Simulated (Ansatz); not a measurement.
# CdSe: what symmetry allows forces and stress to be

```yaml
crystal:
  lattice:
    - [4.17496, 0.08597, 0.00000]
    - [-2.01303, 3.65859, 0.00000]
    - [0.00000, 0.00000, 6.97171]
  atoms:
    - { symbol: Cd, position: [0.65317, 0.34683, 0.97185] }
    - { symbol: Cd, position: [0.34683, 0.65317, 0.47185] }
    - { symbol: Se, position: [0.69248, 0.30752, 0.40315] }
    - { symbol: Se, position: [0.30752, 0.69248, 0.90315] }
```

Level of theory: Ansatz, DFT PBE, scalar-relativistic, plane waves, PAW.

Cutoff 420 eV; k points 9×9×4 on the computed 4-atom cell (Γ-centred); Gaussian smearing, width 0.02 eV; no spin polarisation.

This distorted cell has space group Cmc2_1, with 4 operations.

Q: Without a calculation: in which directions can each atom feel a force?

A: A force must be left unchanged by every operation that keeps its atom in place, so it lies in the space that those operations leave fixed. Atoms that the group maps onto each other feel forces of one size.
```tsv
atom	site symmetry	operations at the site	equivalent to atom	allowed force (Cartesian)
Cd1	m..	2	1	in the plane normal to (0.50, 0.87, 0.00)
Cd2	m..	2	1	in the plane normal to (0.50, 0.87, 0.00)
Se3	m..	2	3	in the plane normal to (0.50, 0.87, 0.00)
Se4	m..	2	3	in the plane normal to (0.50, 0.87, 0.00)
```

That leaves 4 independent force components of 12, tied by 1 condition that the forces sum to zero, so 3 remain. A relaxation in this cell that keeps the symmetry moves the atoms in these directions alone.

Q: And the stress tensor?

A: It must be invariant under the point group, which leaves 3 independent components: yz, xz vanish. Further linear relations between components hold in this frame.

Q: Do the computed values obey this?

A: Yes. Forces (eV/Å):
```
Cd1 -0.167  0.096  0.913
Cd2  0.167 -0.096  0.913
Se3 -0.283  0.164 -0.913
Se4  0.283 -0.164 -0.913
```

Stress (GPa, compression positive, xx yy zz yz xz xy): 11.30 12.39 0.36 0.00 0.00 0.94. The program imposes the same operations on density, forces and stress, so this confirms the analysis and is no independent test of the calculation.